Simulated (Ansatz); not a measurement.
Input and command of a plane-wave DFT calculation in Ansatz:

```yaml
crystal:
  lattice:
    - [0.0, 2.7942, 2.7942]
    - [2.7942, 0.0, 2.7942]
    - [2.7942, 2.7942, 0.0]
  atoms:
    - { symbol: Ca, position: [0.0, 0.0, 0.0] }
basis:
  ecutwfc: 500
kpoints:
  mp_grid: { grid: [12, 12, 12] }
hamiltonian:
  xc: r2scan
scf:
  occupations: { method: gaussian, width: 0.1 }
output:
  forces: true
  stress: true
  eigenvalues: true
  write_density: true
  write_potential: true
  elf: true
  volumetric_format: npy
relax:
  adjacent_minimum: "off"
  f_tol: 0.02
  max_steps: 70
  cell: { stress_tol: 0.1 }
```

```bash
ansatz run input.yaml --threads 2 --pin off --max-ram 5120MiB --backend cpu --events-out ev --progress --plain --runs-dir out
```

Processor: Intel(R) Xeon(R) CPU @ 2.60GHz (Ice Lake), 2 threads, on a host shared with other jobs.

Question: How long does it run, and how much memory does it take?

Answer: About 6.6 s on 2 threads of Intel(R) Xeon(R) CPU @ 2.60GHz (Ice Lake), on a shared host, peak memory 0.5 GiB. It solves 9 bands at 72 k points (the mesh reduced by the symmetry that the task leaves, which can be less than the crystal's) with about 1067 plane waves (on the last cell), in 17 SCF iterations over 4 ionic steps.
